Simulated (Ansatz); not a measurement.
# ZnS: the cost of one run

Computed with Ansatz 0.2.0 (DFT PBE, scalar-relativistic, plane waves, PAW, unless a step's input says otherwise).

1 further run of the same task is left out (set aside as unsound or not needed).

### Step 1. The starting structure

The structure is hexagonal, space group P6_3mc (No. 186). Conventional cell: a = 3.811 Å, b = 3.811 Å, c = 6.234 Å, α = 90.00°, β = 90.00°, γ = 120.00°. Zn (site symmetry 3m) has 4 S at 2.31 to 2.40 Å as nearest neighbours. Around S (site symmetry 3m) lie 4 Zn at 2.31 to 2.40 Å.

Coordinates:

```
CELL_PARAMETERS angstrom
3.81100 0.00000 0.00000
-1.90550 3.30042 0.00000
0.00000 0.00000 6.23400
ATOMIC_POSITIONS crystal
Zn 0.33333 0.66667 0.00000
Zn 0.66667 0.33333 0.50000
S 0.33333 0.66667 0.38500
S 0.66667 0.33333 0.88500
```

The structure comes from the Crystallography Open Database.

### Step 2. A distortion that keeps the symmetry

Against the listed cell: strain xx, yy, zz, yz, xz, xy = +4.2, +4.2, +5.7, +0.0, +0.0, +0.0 %; atoms moved by 0.15 Å root mean square, at most 0.15 Å.

Contents of input.yaml:

```yaml
crystal:
  lattice:
    - [3.9706796305, 0.0, 0.0]
    - [-1.9853398153, 3.4387094303, 0.0]
    - [0.0, 0.0, 6.5887146]
  atoms:
    - { symbol: Zn, position: [0.3333333333, 0.6666666667, -0.0240615977] }
    - { symbol: Zn, position: [0.6666666667, 0.3333333333, 0.4759384023] }
    - { symbol: S, position: [0.3333333333, 0.6666666667, 0.4090615977] }
    - { symbol: S, position: [0.6666666667, 0.3333333333, 0.9090615977] }
basis:
  ecutwfc: 420
kpoints:
  mp_grid: { grid: [9, 9, 6] }
hamiltonian:
  xc: pbe
scf:
  occupations: { method: gaussian, width: 0.02 }
output:
  forces: true
  stress: true
  eigenvalues: true
```

Command:

```bash
$ ansatz run input.yaml --threads 1 --pin off --max-ram 1331MiB --backend cpu --events-out ev --progress --plain --runs-dir out
```

Q: Estimate wall time and peak memory on 1 thread of an Arm CPU, shared host.

About 9.4 s, with a peak of 0.34 GiB.
